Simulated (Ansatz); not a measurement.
# Sn: energy and stress against strain

This session takes Sn and sets out to strain the cell along the Voigt pattern (0, 0, 0, 0, 1, 0).

Program: Ansatz 0.2.0. Level of theory: DFT r2SCAN, scalar-relativistic, plane waves, PAW. These are calculated values, not measurements.

**1. The system as given**

Symmetry: Immm, No. 71, orthorhombic system. Conventional cell: a = 3.453 Å, b = 3.551 Å, c = 4.677 Å, α = 90.00°, β = 90.00°, γ = 90.00°. Around Sn (site symmetry mmm) lie 12 Sn at 3.41 to 3.55 Å.

Structure file:

```cif
data_structure
_symmetry_space_group_name_H-M 'Immm'
_symmetry_Int_Tables_number 71
_cell_length_a 3.4531
_cell_length_b 3.5511
_cell_length_c 4.6767
_cell_angle_alpha 90.000
_cell_angle_beta 90.000
_cell_angle_gamma 90.000
_cell_volume 57.35
loop_
_atom_site_label
_atom_site_type_symbol
_atom_site_symmetry_multiplicity
_atom_site_Wyckoff_symbol
_atom_site_fract_x
_atom_site_fract_y
_atom_site_fract_z
_atom_site_occupancy
Sn1 Sn 2 a 0.00000 0.00000 0.00000 1
```

It goes back to an entry of the Materials Project, which need not be the stable form.

The cell is taken as given, not relaxed at this level.

**2. Zero of energy**

The reference gives a free energy of -6038.3492 eV, pressure -1.94 GPa, largest force 0.000 eV/Å and gap on the mesh none (metal). It was computed beforehand with the settings of the runs below.

**3. Next: energy and stress against strain**

The cell is strained by ε times the Voigt pattern (0, 0, 0, 0, 1, 0) (xx, yy, zz, yz, xz, xy; engineering shear), with fractional coordinates fixed (clamped ions). The stress on the pattern is the sum of the stress components weighted by it, tension positive.

**4. ε = -0.0600**

input.yaml reads:

```yaml
crystal:
  lattice:
    - [-1.79668926, 1.775547, 2.39013817]
    - [1.65638874, -1.775547, 2.28654583]
    - [1.79668926, 1.775547, -2.39013817]
  atoms:
    - { symbol: Sn, position: [0.0, 0.0, 0.0] }
basis:
  ecutwfc: 300.0
kpoints:
  mp_grid: { grid: [20, 20, 20] }
hamiltonian:
  xc: r2scan
scf:
  occupations: { method: gaussian, width: 0.15 }
output:
  forces: true
  stress: true
  eigenvalues: true
```

Launch:

```bash
ansatz run input.yaml --threads 1 --pin off --max-ram 2560MiB --backend cpu --events-out ev --progress --plain --runs-dir out
```

The program printed, cut to the lines that bear on the results:

```text
Warning: basis.ecutwfc = 300 eV is below the records' recommended 500 eV, and the density's cutoff is lower with it unless basis.ecutrho_ratio is high enough to keep the records' density cutoff: compare with a run at a higher cutoff
Warning: RAYON_NUM_THREADS=1 ignored (pool sized by the plan → 1); use --threads N
[...]
Pseudopotentials: kind: paw
Pseudopotential: Sn, paw, valence charge 14, recommended cutoff 500 eV (meta_gga), Sn.paw.azcp
Functional definition: r2SCAN
[...]
Crystal: 1 atoms, lattice volume = 28.647 Å³
Basis set: ecut = 300 eV, 329 PW (Γ), exchange–correlation on 80×80×80 points (64 copies of the dense FFT grid, shifted against one another)
Bands: 11, of which v1, the nominal top of the filled ones, is band 7 counted from 1 (6 counted from 0)
Symmetry: 4 space group operations
Space group: C2/m (ITA 12), of the structure as read, at distance tolerance 3.1e-5 Å
k-points: 2112 of 8000
[...]
SCF iter   1: F=—  HF=-6038.340597 eV  |F-HF|=—  |Δ(HF+E_count)|=         —  Δρ=3.17e-3  dr2=1.62e-3  dr2_τ=3.70e-4  ethr=1.77e-3  ⟨swp⟩=5.0  Hψ=126684  notcnv=0
[...]
SCF iter   6: F=-6038.346326 eV  HF=-6038.346326 eV  |F-HF|=3.62e-9  |Δ(HF+E_count)|=   4.62e-7  Δρ=3.53e-6  dr2=2.50e-9  dr2_τ=1.93e-11  ethr=7.14e-10  ⟨swp⟩=6.3  Hψ=103206  notcnv=0
[...]
SCF converged after 6 iterations
Free energy (F): -6038.346326 eV
[...]
E sigma→0 (E₀):  -6038.343421 eV
Entropy (-TS):   -0.005811 eV (-5.811 meV/atom)
Fermi energy:    10.125878 eV
[...]
--- Forces (eV/Å), atoms counted from 1 ---
  atom   1  Sn     0.00000000    -0.00000000     0.00000000
[...]
--- Stress (GPa, compression-positive) ---
       -1.711418       0.000000       0.592522
        0.000000      -2.006447      -0.000000
        0.592522      -0.000000      -1.927681
  P = ⅓ Tr σ = -1.8818 GPa (-18.818 kbar)
--- Band table (eV; the first three rows and the last of 2112) ---
  k-point 0: bands = ["-12.2694", "-12.2587", "-12.2138", "-12.1911", "-12.1548", "-1.2469", "17.2262", "17.5947", "18.4746", "21.5859", "21.6837"]
[...]
```

Wall time 34 s (1 thread of Intel Xeon Platinum 8375C at 2.90GHz (Ice Lake), shared host); peak memory 0.78 GiB.

**5. Point ε = 0.0450**

input.yaml: that of step 4 with these lines changed.

```diff
@@ -2,5 +2,5 @@
   lattice:
-    - [-1.79668926, 1.775547, 2.39013817]
-    - [1.65638874, -1.775547, 2.28654583]
-    - [1.79668926, 1.775547, -2.39013817]
+    - [-1.673926305, 1.775547, 2.2994948725]
+    - [1.779151695, -1.775547, 2.3771891275]
+    - [1.673926305, 1.775547, -2.2994948725]
   atoms:
```

Launch:

```bash
ansatz run input.yaml --threads 1 --pin off --max-ram 2560MiB --backend cpu --events-out ev --progress --plain --runs-dir out
```

The program printed, cut to the lines that bear on the results:

```text
[...]
SCF converged after 6 iterations
Free energy (F): -6038.347565 eV
[...]
E sigma→0 (E₀):  -6038.344588 eV
Entropy (-TS):   -0.005953 eV (-5.953 meV/atom)
Fermi energy:    10.123499 eV
[...]
--- Forces (eV/Å), atoms counted from 1 ---
  atom   1  Sn     0.00000000     0.00000000     0.00000000
[...]
--- Stress (GPa, compression-positive) ---
       -1.642700      -0.000000      -0.428179
       -0.000000      -2.109619       0.000000
       -0.428179       0.000000      -1.983282
  P = ⅓ Tr σ = -1.9119 GPa (-19.119 kbar)
--- Band table (eV; the first three rows and the last of 2112) ---
  k-point 0: bands = ["-12.2703", "-12.2588", "-12.2222", "-12.1969", "-12.1599", "-1.2469", "17.3900", "17.5816", "18.3779", "21.5641", "21.7033"]
[...]
```

Wall time 30 s (1 thread of Intel Xeon Platinum 8375C at 2.90GHz (Ice Lake), shared host); peak memory 0.77 GiB.

**6. Point ε = -0.0300**

input.yaml: that of step 5 with these lines changed.

```diff
@@ -2,5 +2,5 @@
   lattice:
-    - [-1.673926305, 1.775547, 2.2994948725]
-    - [1.779151695, -1.775547, 2.3771891275]
-    - [1.673926305, 1.775547, -2.2994948725]
+    - [-1.76161413, 1.775547, 2.364240085]
+    - [1.69146387, -1.775547, 2.312443915]
+    - [1.76161413, 1.775547, -2.364240085]
   atoms:
```

Launch:

```bash
ansatz run input.yaml --threads 1 --pin off --max-ram 2560MiB --backend cpu --events-out ev --progress --plain --runs-dir out
```

The program printed, cut to the lines that bear on the results:

```text
[...]
SCF converged after 6 iterations
Free energy (F): -6038.348447 eV
[...]
E sigma→0 (E₀):  -6038.345451 eV
Entropy (-TS):   -0.005992 eV (-5.992 meV/atom)
Fermi energy:    10.123609 eV
[...]
--- Forces (eV/Å), atoms counted from 1 ---
  atom   1  Sn     0.00000000     0.00000000     0.00000000
[...]
--- Stress (GPa, compression-positive) ---
       -1.534966      -0.000000       0.295429
       -0.000000      -2.185985       0.000000
        0.295429       0.000000      -2.064683
  P = ⅓ Tr σ = -1.9285 GPa (-19.285 kbar)
--- Band table (eV; the first three rows and the last of 2112) ---
  k-point 0: bands = ["-12.2707", "-12.2572", "-12.2281", "-12.2009", "-12.1634", "-1.2467", "17.5411", "17.5724", "18.2808", "21.4815", "21.6984"]
[...]
```

Run time: 36 s. Hardware: 1 thread of Intel Xeon Platinum 8375C at 2.90GHz (Ice Lake), shared host; peak memory 0.77 GiB.

**7. At ε = 0.0150**

input.yaml: that of step 6 with these lines changed.

```diff
@@ -2,5 +2,5 @@
   lattice:
-    - [-1.76161413, 1.775547, 2.364240085]
-    - [1.69146387, -1.775547, 2.312443915]
-    - [1.76161413, 1.775547, -2.364240085]
+    - [-1.709001435, 1.775547, 2.3253929575]
+    - [1.744076565, -1.775547, 2.3512910425]
+    - [1.709001435, 1.775547, -2.3253929575]
   atoms:
```

Launch:

```bash
ansatz run input.yaml --threads 1 --pin off --max-ram 2560MiB --backend cpu --events-out ev --progress --plain --runs-dir out
```

The program printed, cut to the lines that bear on the results:

```text
Warning: basis.ecutwfc = 300 eV is below the records' recommended 500 eV, and the density's cutoff is lower with it unless basis.ecutrho_ratio is high enough to keep the records' density cutoff: compare with a run at a higher cutoff
Warning: RAYON_NUM_THREADS=1 ignored (pool sized by the plan → 1); use --threads N
[...]
[... 3 set-up lines as earlier in the session ...]
[...]
Crystal: 1 atoms, lattice volume = 28.672 Å³
Basis set: ecut = 300 eV, 329 PW (Γ), exchange–correlation on 80×80×80 points (64 copies of the dense FFT grid, shifted against one another)
Bands: 11, of which v1, the nominal top of the filled ones, is band 7 counted from 1 (6 counted from 0)
[... 2 set-up lines as earlier in the session ...]
k-points: 2112 of 8000
[...]
SCF iter   1: F=—  HF=-6038.343184 eV  |F-HF|=—  |Δ(HF+E_count)|=         —  Δρ=3.13e-3  dr2=1.62e-3  dr2_τ=3.58e-4  ethr=1.77e-3  ⟨swp⟩=5.0  Hψ=125776  notcnv=0
[...]
SCF iter   6: F=-6038.349005 eV  HF=-6038.349005 eV  |F-HF|=3.25e-9  |Δ(HF+E_count)|=   4.61e-7  Δρ=3.53e-6  dr2=2.41e-9  dr2_τ=1.85e-11  ethr=7.14e-10  ⟨swp⟩=6.3  Hψ=103253  notcnv=0
[...]
SCF converged after 6 iterations
Free energy (F): -6038.349005 eV
[...]
E sigma→0 (E₀):  -6038.346036 eV
Entropy (-TS):   -0.005938 eV (-5.938 meV/atom)
Fermi energy:    10.125890 eV
[...]
--- Forces (eV/Å), atoms counted from 1 ---
  atom   1  Sn     0.00000000     0.00000000     0.00000000
[...]
--- Stress (GPa, compression-positive) ---
       -1.442143      -0.000000      -0.158244
       -0.000000      -2.220394       0.000000
       -0.158244       0.000000      -2.146775
  P = ⅓ Tr σ = -1.9364 GPa (-19.364 kbar)
--- Band table (eV; the first three rows and the last of 2112) ---
  k-point 0: bands = ["-12.2708", "-12.2563", "-12.2319", "-12.2032", "-12.1655", "-1.2466", "17.5669", "17.6588", "18.1940", "21.4299", "21.6954"]
[...]
```

It took 30 s on 1 thread of Intel Xeon Platinum 8375C at 2.90GHz (Ice Lake), shared host; peak memory 0.78 GiB.

**8. Point ε = 0.0525**

input.yaml: that of step 7 with these lines changed.

```diff
@@ -2,5 +2,5 @@
   lattice:
-    - [-1.709001435, 1.775547, 2.3253929575]
-    - [1.744076565, -1.775547, 2.3512910425]
-    - [1.709001435, 1.775547, -2.3253929575]
+    - [-1.6651575225, 1.775547, 2.2930203512]
+    - [1.7879204775, -1.775547, 2.3836636487]
+    - [1.6651575225, 1.775547, -2.2930203512]
   atoms:
```

Launch:

```bash
ansatz run input.yaml --threads 1 --pin off --max-ram 2560MiB --backend cpu --events-out ev --progress --plain --runs-dir out
```

The program printed, cut to the lines that bear on the results:

```text
Warning: basis.ecutwfc = 300 eV is below the records' recommended 500 eV, and the density's cutoff is lower with it unless basis.ecutrho_ratio is high enough to keep the records' density cutoff: compare with a run at a higher cutoff
Warning: RAYON_NUM_THREADS=1 ignored (pool sized by the plan → 1); use --threads N
[...]
[... 3 set-up lines as earlier in the session ...]
[...]
Crystal: 1 atoms, lattice volume = 28.653 Å³
Basis set: ecut = 300 eV, 329 PW (Γ), exchange–correlation on 80×80×80 points (64 copies of the dense FFT grid, shifted against one another)
Bands: 11, of which v1, the nominal top of the filled ones, is band 7 counted from 1 (6 counted from 0)
[... 2 set-up lines as earlier in the session ...]
k-points: 2112 of 8000
[...]
SCF iter   1: F=—  HF=-6038.341243 eV  |F-HF|=—  |Δ(HF+E_count)|=         —  Δρ=3.15e-3  dr2=1.61e-3  dr2_τ=3.67e-4  ethr=1.77e-3  ⟨swp⟩=5.0  Hψ=126246  notcnv=0
[...]
SCF iter   6: F=-6038.346988 eV  HF=-6038.346988 eV  |F-HF|=3.28e-9  |Δ(HF+E_count)|=   4.64e-7  Δρ=3.35e-6  dr2=2.19e-9  dr2_τ=1.58e-11  ethr=7.14e-10  ⟨swp⟩=6.3  Hψ=103291  notcnv=0
[...]
SCF converged after 6 iterations
Free energy (F): -6038.346988 eV
[...]
E sigma→0 (E₀):  -6038.344046 eV
Entropy (-TS):   -0.005884 eV (-5.884 meV/atom)
Fermi energy:    10.124419 eV
[...]
--- Forces (eV/Å), atoms counted from 1 ---
  atom   1  Sn     0.00000000     0.00000000     0.00000000
[...]
--- Stress (GPa, compression-positive) ---
       -1.684380      -0.000000      -0.505053
       -0.000000      -2.059467       0.000000
       -0.505053       0.000000      -1.952076
  P = ⅓ Tr σ = -1.8986 GPa (-18.986 kbar)
--- Band table (eV; the first three rows and the last of 2112) ---
  k-point 0: bands = ["-12.2700", "-12.2587", "-12.2180", "-12.1942", "-12.1575", "-1.2469", "17.3095", "17.5877", "18.4279", "21.6215", "21.6915"]
[...]
```

It took 28 s on 1 thread of Intel Xeon Platinum 8375C at 2.90GHz (Ice Lake), shared host; peak memory 0.78 GiB.

**9. ε = 0.0375**

input.yaml: that of step 8 with these lines changed.

```diff
@@ -2,5 +2,5 @@
   lattice:
-    - [-1.6651575225, 1.775547, 2.2930203512]
-    - [1.7879204775, -1.775547, 2.3836636487]
-    - [1.6651575225, 1.775547, -2.2930203512]
+    - [-1.6826950875, 1.775547, 2.3059693938]
+    - [1.7703829125, -1.775547, 2.3707146062]
+    - [1.6826950875, 1.775547, -2.3059693938]
   atoms:
```

Launch:

```bash
ansatz run input.yaml --threads 1 --pin off --max-ram 2560MiB --backend cpu --events-out ev --progress --plain --runs-dir out
```

The program printed, cut to the lines that bear on the results:

```text
[...]
SCF converged after 6 iterations
Free energy (F): -6038.348012 eV
[...]
E sigma→0 (E₀):  -6038.345017 eV
Entropy (-TS):   -0.005991 eV (-5.991 meV/atom)
Fermi energy:    10.123193 eV
[...]
--- Forces (eV/Å), atoms counted from 1 ---
  atom   1  Sn     0.00000000     0.00000000     0.00000000
[...]
--- Stress (GPa, compression-positive) ---
       -1.590837      -0.000000      -0.359939
       -0.000000      -2.152931       0.000000
       -0.359939       0.000000      -2.022477
  P = ⅓ Tr σ = -1.9221 GPa (-19.221 kbar)
--- Band table (eV; the first three rows and the last of 2112) ---
  k-point 0: bands = ["-12.2705", "-12.2576", "-12.2254", "-12.1992", "-12.1619", "-1.2468", "17.4696", "17.5765", "18.3295", "21.5198", "21.7006"]
[...]
```

It took 27 s on 1 thread of Intel Xeon Platinum 8375C at 2.90GHz (Ice Lake), shared host; peak memory 0.77 GiB.

**10. Point ε = 0.0225**

input.yaml: that of step 9 with these lines changed.

```diff
@@ -2,5 +2,5 @@
   lattice:
-    - [-1.6826950875, 1.775547, 2.3059693938]
-    - [1.7703829125, -1.775547, 2.3707146062]
-    - [1.6826950875, 1.775547, -2.3059693938]
+    - [-1.7002326525, 1.775547, 2.3189184362]
+    - [1.7528453475, -1.775547, 2.3577655638]
+    - [1.7002326525, 1.775547, -2.3189184362]
   atoms:
```

Launch:

```bash
ansatz run input.yaml --threads 1 --pin off --max-ram 2560MiB --backend cpu --events-out ev --progress --plain --runs-dir out
```

The program printed, cut to the lines that bear on the results:

```text
Warning: basis.ecutwfc = 300 eV is below the records' recommended 500 eV, and the density's cutoff is lower with it unless basis.ecutrho_ratio is high enough to keep the records' density cutoff: compare with a run at a higher cutoff
Warning: RAYON_NUM_THREADS=1 ignored (pool sized by the plan → 1); use --threads N
[...]
[... 3 set-up lines as earlier in the session ...]
[...]
Crystal: 1 atoms, lattice volume = 28.670 Å³
Basis set: ecut = 300 eV, 329 PW (Γ), exchange–correlation on 80×80×80 points (64 copies of the dense FFT grid, shifted against one another)
Bands: 11, of which v1, the nominal top of the filled ones, is band 7 counted from 1 (6 counted from 0)
[... 2 set-up lines as earlier in the session ...]
k-points: 2112 of 8000
[...]
SCF iter   1: F=—  HF=-6038.342910 eV  |F-HF|=—  |Δ(HF+E_count)|=         —  Δρ=3.13e-3  dr2=1.62e-3  dr2_τ=3.60e-4  ethr=1.77e-3  ⟨swp⟩=5.0  Hψ=125756  notcnv=0
[...]
SCF iter   6: F=-6038.348720 eV  HF=-6038.348720 eV  |F-HF|=3.20e-9  |Δ(HF+E_count)|=   4.59e-7  Δρ=3.50e-6  dr2=2.36e-9  dr2_τ=1.78e-11  ethr=7.14e-10  ⟨swp⟩=6.3  Hψ=103339  notcnv=0
[...]
SCF converged after 6 iterations
Free energy (F): -6038.348720 eV
[...]
E sigma→0 (E₀):  -6038.345735 eV
Entropy (-TS):   -0.005970 eV (-5.970 meV/atom)
Fermi energy:    10.124657 eV
[...]
--- Forces (eV/Å), atoms counted from 1 ---
  atom   1  Sn     0.00000000     0.00000000     0.00000000
[...]
--- Stress (GPa, compression-positive) ---
       -1.483094      -0.000000      -0.229344
       -0.000000      -2.208020       0.000000
       -0.229344       0.000000      -2.108576
  P = ⅓ Tr σ = -1.9332 GPa (-19.332 kbar)
--- Band table (eV; the first three rows and the last of 2112) ---
  k-point 0: bands = ["-12.2708", "-12.2567", "-12.2303", "-12.2023", "-12.1646", "-1.2467", "17.5691", "17.6054", "18.2345", "21.4515", "21.6966"]
[...]
```

Run time: 28 s. Hardware: 1 thread of Intel Xeon Platinum 8375C at 2.90GHz (Ice Lake), shared host; peak memory 0.78 GiB.

**11. ε = 0.0075**

input.yaml: that of step 10 with these lines changed.

```diff
@@ -2,5 +2,5 @@
   lattice:
-    - [-1.7002326525, 1.775547, 2.3189184362]
-    - [1.7528453475, -1.775547, 2.3577655638]
-    - [1.7002326525, 1.775547, -2.3189184362]
+    - [-1.7177702175, 1.775547, 2.3318674788]
+    - [1.7353077825, -1.775547, 2.3448165212]
+    - [1.7177702175, 1.775547, -2.3318674788]
   atoms:
```

Launch:

```bash
ansatz run input.yaml --threads 1 --pin off --max-ram 2560MiB --backend cpu --events-out ev --progress --plain --runs-dir out
```

The program printed, cut to the lines that bear on the results:

```text
[...]
SCF converged after 6 iterations
Free energy (F): -6038.349159 eV
[...]
E sigma→0 (E₀):  -6038.346204 eV
Entropy (-TS):   -0.005911 eV (-5.911 meV/atom)
Fermi energy:    10.126921 eV
[...]
--- Forces (eV/Å), atoms counted from 1 ---
  atom   1  Sn     0.00000000     0.00000000     0.00000000
[...]
--- Stress (GPa, compression-positive) ---
       -1.417152      -0.000000      -0.080629
       -0.000000      -2.226079       0.000000
       -0.080629       0.000000      -2.174162
  P = ⅓ Tr σ = -1.9391 GPa (-19.391 kbar)
--- Band table (eV; the first three rows and the last of 2112) ---
  k-point 0: bands = ["-12.2709", "-12.2563", "-12.2329", "-12.2037", "-12.1665", "-1.2467", "17.5655", "17.6952", "18.1640", "21.4163", "21.6947"]
[...]
```

It took 29 s on 1 thread of Intel Xeon Platinum 8375C at 2.90GHz (Ice Lake), shared host; peak memory 0.77 GiB.

**12. Results of the scan**

The scan, with free energies counted from the undisturbed cell:

```
      ε  ΔE (meV/atom)  stress on the pattern (GPa)  pressure (GPa)
-0.0600            2.8                        -0.59            -1.9
-0.0300            0.7                        -0.30            -1.9
 0.0000            0.0                         0.00            -1.9
 0.0075            0.0                         0.08            -1.9
 0.0150            0.2                         0.16            -1.9
 0.0225            0.4                         0.23            -1.9
 0.0375            1.2                         0.36            -1.9
 0.0450            1.6                         0.43            -1.9
 0.0525            2.2                         0.51            -1.9
```

Not run, since symmetry makes them alike: 0.0600 repeats -0.0600, -0.0450 repeats 0.0450, 0.0300 repeats -0.0300, -0.0150 repeats 0.0150. Energy, pressure and gap are the same there.

**13. Results**

| quantity | value |
| --- | --- |
| slope of the stress at ε = 0, from the points at -0.0300, 0 and 0.0075 | 11 GPa |

**Reading.** Cutoff, mesh or smearing here differ from converged choices, so read the numbers with care. From the stress slope, C55 is about 11 GPa with the ions clamped. The step is wide, so higher orders mix in. The reference stands under -1.9 GPa, so this is no zero-stress constant. No sampled point lies below the undisturbed cell. In some runs cutoff or mesh lie under the advised values, so their numbers carry a basis error.
